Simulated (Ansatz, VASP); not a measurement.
## InSb3: VASP beside Ansatz

```
Sb In
1.0
     4.70825    0.00000    0.00000
     0.00000    4.70825    0.00000
     0.00000    0.00000    4.70825
Sb In
3 1
Direct
  0.50000 0.50000 0.00000
  0.00000 0.50000 0.50000
  0.50000 0.00000 0.50000
  0.00000 0.00000 0.00000
```

The cell comes from a database or a generator and needn't be the stable form of this composition.

Alike in both runs: task single point; functional PBEsol; k mesh 6 × 6 × 6; occupations fermi-dirac, width 0.05 eV; no spin polarisation.

|  | VASP | Ansatz |
| --- | --- | --- |
| version | VASP 6.6.1 | Ansatz 0.2.0 |
| potentials or method | VASP PAW PBE potentials, release 64 (Sb, In_d) | Ansatz PAW |
| plane-wave cutoff (eV) | 520 | 420 |
| valence electrons in the cell | 28 | 58 |

|  | VASP | Ansatz | Ansatz less VASP |
| --- | --- | --- | --- |
| gap on the k mesh at the Fermi level (eV) | none | none | - |
| pressure (GPa) | 0.7 | 0.7 | 0.00 |

A gap of «none» marks a metal or a gap that the smearing closes. The functional is the same, so the differences come from potentials, cutoffs and numerics. The two sets of potentials don't hold the same shells in valence.

Caveats: the PAW data sets were made with another functional, which shifts forces and pressure a little (VASP); the PAW data sets come from PBE, with cores solved anew for the run's functional, which leaves a small shift of forces and pressure (Ansatz). Spin-orbit coupling is left out, which matters for the levels of Sb.
